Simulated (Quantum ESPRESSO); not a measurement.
Runs of Quantum ESPRESSO 7.5 on Te2Mo. The cell holds a slab with vacuum, 6 atoms: a = 6.362 Å, b = 3.480 Å, c = 36.176 Å, α = 90.00°, β = 90.14°, γ = 90.00°. 

| task | level | potentials or basis | k mesh | form of the LDA correlation | mesh quality | gap on the mesh (eV) | V0 of scaled cells (Å³/atom) | B0 (GPa) | largest force (eV/Å) |
| --- | --- | --- | --- | --- | --- | --- | --- | --- | --- |
| equation of state | LDA | GBRV 1.5 LDA | 2 × 4 × 1 | PZ81 | coarse | - | 128.66 | (b) | - |
| band structure | LDA | GBRV 1.5 LDA | 4 × 8 × 1 | PZ81 | not flagged | none | - | - | 0.32 |
| equation of state | PBEsol | GBRV 1.5 PBEsol | 3 × 7 × 1 | - | not flagged | - | 130.69 | 20 | - |
| equation of state | PBEsol | GBRV 1.5 PBEsol | 4 × 8 × 1 | - | not flagged | - | (a) | 20 | - |
| single point | PBEsol | GBRV 1.5 PBEsol | 4 × 8 × 1 | - | not flagged | none | - | - | 0.18 |

Alike in all rows: no spin polarisation; cell as given; cutoff (eV) 612; smearing fermi-dirac 0.05 eV.

Task: Estimate the missing entries.

Result: (a) 130.71; (b) 21.

Caveats: some runs use coarse meshes; the cell was scaled at fixed shape and fractional positions, which overstates the stiffness of a crystal with free parameters, most of all of layers and chains (some runs); some levels on the path didn't converge (some runs).

A k mesh can miss the band edges, and the runs leave out spin-orbit coupling on Mo, Te.

A gap of «none» marks a metal or a gap under the smearing width.

Not every run made on this cell is shown here.
